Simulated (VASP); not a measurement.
Crystal: AlP.

```
Al P
1.0
     0.00000    2.72550    2.72550
     2.72550    0.00000    2.72550
     2.72550    2.72550    0.00000
Al P
1 1
Cartesian
  0.0000 0.0000 0.0000
  1.3627 1.3627 1.3627
```

* Program: VASP 6.6.1
* Task: relaxation of cell and atoms
* Functional: RPBE
* Potentials or basis: VASP PAW PBE potentials, release 64 (Al, P)
* Cutoff: 600 eV
* k mesh: 8 × 8 × 8
* Occupations: gaussian, width 0.03 eV
* Spin: no spin polarisation

At the start: pressure 4.2 GPa; volume 20.25 Å³/atom.

Problem. How do energy, volume and symmetry change on relaxing?

Solution. Over 3 steps the energy falls by 12.5 meV/atom and the volume is 21.24 Å³/atom (+4.9 %); space group F-43m (No. 216, to 0.05 Å).

The path:
```
step  energy change (eV)  largest force (eV/Å)  pressure (GPa)  volume (Å³)
   1              0.0000                0.0000            4.20        40.49
   2             -0.0169                0.0000           -2.08        43.68
   3             -0.0249                0.0000            0.00        42.48
```

Final structure:
```cif
data_structure
_symmetry_space_group_name_H-M 'P 1'
_symmetry_Int_Tables_number 1
_cell_length_a 3.9165
_cell_length_b 3.9165
_cell_length_c 3.9165
_cell_angle_alpha 60.000
_cell_angle_beta 60.000
_cell_angle_gamma 60.000
_cell_volume 42.48
loop_
_atom_site_label
_atom_site_type_symbol
_atom_site_fract_x
_atom_site_fract_y
_atom_site_fract_z
_atom_site_occupancy
Al1 Al 0.00000 0.00000 0.00000 1
P1 P 0.25000 0.25000 0.25000 1
```

Caveat: the PAW data sets were made with another functional, which shifts forces and pressure a little.
